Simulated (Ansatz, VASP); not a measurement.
# TiO2 (Anatase): VASP and Ansatz over several settings

```
Ti O
1.0
    -1.89210    1.89210    4.75730
     1.89210   -1.89210    4.75730
     1.89210    1.89210   -4.75730
Ti O
2 4
Cartesian
  0.0000 1.8921 2.3786
  0.0000 0.0000 0.0000
  0.0000 0.0000 7.5346
  0.0000 1.8921 0.3987
  0.0000 1.8921 4.3586
  0.0000 0.0000 1.9800
```

Single points on this cell with VASP 6.6.1 and Ansatz 0.2.0. Each row is one pair of runs. Alike in all rows: spin: off; k mesh: 10 × 10 × 10; VASP's potentials, cutoff: VASP PAW PBE potentials, release 64 (Ti_sv, O), 520 eV.

```tsv
level	smearing	Ansatz's potentials, cutoff	gap on the k mesh at the Fermi level (eV), VASP	gap on the k mesh at the Fermi level (eV), Ansatz	least direct gap on the mesh (eV), VASP	least direct gap on the mesh (eV), Ansatz	pressure (GPa), VASP	pressure (GPa), Ansatz
PBE	fermi-dirac, width 0.05 eV	Ansatz PAW polarizable, 420 eV	2.11	2.14	2.44	2.46	5.9	5.2
PBE	fermi-dirac, width 0.05 eV	Ansatz PAW, 420 eV	2.11	2.14	2.44	2.46	5.9	5.2
PBE	fermi-dirac, width 0.05 eV	PseudoDojo stringent (PBE files), 1252 eV	2.11	2.16	2.44	2.49	5.9	4.9
PBE	gaussian, width 0.012 eV	Ansatz PAW, 420 eV	2.11	2.14	2.44	2.46	5.9	5.2
PBE	gaussian, width 0.014 eV	Ansatz PAW, 420 eV	2.11	2.14	2.44	2.46	5.9	5.2
PBE	gaussian, width 0.011 eV	Ansatz PAW, 420 eV	2.11	2.14	2.44	2.46	5.9	5.2
PBE	gaussian, width 0.013 eV	Ansatz PAW, 420 eV	2.11	2.14	2.44	2.46	5.9	5.2
PBE	gaussian, width 0.015 eV	Ansatz PAW, 420 eV	2.11	2.14	2.44	2.46	5.9	5.2
```

Gap on the k mesh at the fermi level (eV): the two programs differ by at most 0.043; least direct gap on the mesh (eV): the two programs differ by at most 0.047; pressure (GPa): the two programs differ by at most 1.03.

Caveats: the pressure holds a Pulay correction of +0.7 GPa for the finite cutoff (Ansatz).
